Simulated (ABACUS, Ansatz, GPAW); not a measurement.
Co: 4 runs at one level of theory

```
Co
1.0
     2.47056    0.00000    0.00000
    -1.23528    2.13957    0.00000
     0.00000    0.00000    8.08823
Co
4
Direct
  0.66629 0.32673 0.74287
  0.98942 0.00200 0.49624
  0.34751 0.69536 0.25416
  0.01648 0.99819 0.99335
```

Atoms were shifted at random by some hundredths of an Å from the given cell, which wasn't relaxed again for these runs.

Alike in all runs: task single point; functional PBEsol; k mesh 12 × 12 × 4; occupations fermi-dirac, width 0.05 eV; collinear spin, ferromagnetic start; no spin-orbit coupling. Pressure is positive in compression and, in plane waves, holds the error of the finite cutoff, which Ansatz's Pulay term estimates and takes out.

```json
{"program and potentials": "Ansatz, Ansatz PAW", "plane-wave cutoff (eV)": "420", "notes": "potentials made for PBE, which Ansatz adapts in part; 17 valence electrons an atom on average; Pulay term of +0.21 GPa included", "band gap (eV)": "no gap", "pressure (GPa)": "-5.20", "net moment per atom (μB)": "1.65", "largest force (eV/Å)": "0.686", "energy over the undisturbed cell (meV/atom)": "9.43"}
{"program and potentials": "GPAW, PAW data sets generated for this functional", "plane-wave cutoff (eV)": "600", "notes": "9 valence electrons an atom on average", "band gap (eV)": "no gap", "pressure (GPa)": "-4.76", "net moment per atom (μB)": "1.65", "largest force (eV/Å)": "0.721", "energy over the undisturbed cell (meV/atom)": "-"}
{"program and potentials": "ABACUS, PseudoDojo NC SR 0.4.1 PBEsol standard, plane waves", "plane-wave cutoff (eV)": "1320", "notes": "17 valence electrons an atom on average", "band gap (eV)": "no gap", "pressure (GPa)": "-5.21", "net moment per atom (μB)": "1.65", "largest force (eV/Å)": "0.694", "energy over the undisturbed cell (meV/atom)": "9.41"}
{"program and potentials": "Ansatz, all-electron LAPW, scalar-relativistic", "plane-wave cutoff (eV)": "-", "notes": "-", "band gap (eV)": "no gap", "pressure (GPa)": "-5.28", "net moment per atom (μB)": "1.65", "largest force (eV/Å)": "0.684", "energy over the undisturbed cell (meV/atom)": "-"}
```

Force on atom 3 (Co), eV/Å:

```csv
program and potentials,x,y,z
"Ansatz, Ansatz PAW",-0.002,-0.145,-0.671
"GPAW, PAW data sets generated for this functional",-0.002,-0.148,-0.705
"ABACUS, PseudoDojo NC SR 0.4.1 PBEsol standard, plane waves",-0.002,-0.145,-0.679
"Ansatz, all-electron LAPW, scalar-relativistic",-0.002,-0.144,-0.669
```

None finds a gap. The pressure spans -5.28 (Ansatz, all-electron LAPW, scalar-relativistic) to -4.76 GPa (GPAW, PAW data sets generated for this functional), with all-electron results at -5.28. All agree on the net moment per atom. The state is the one that the start led to, which needn't be the lowest.

The functional is the same throughout but for its coding, so the spread measures potentials, basis and numerics; runs on potential files found faulty are left out.
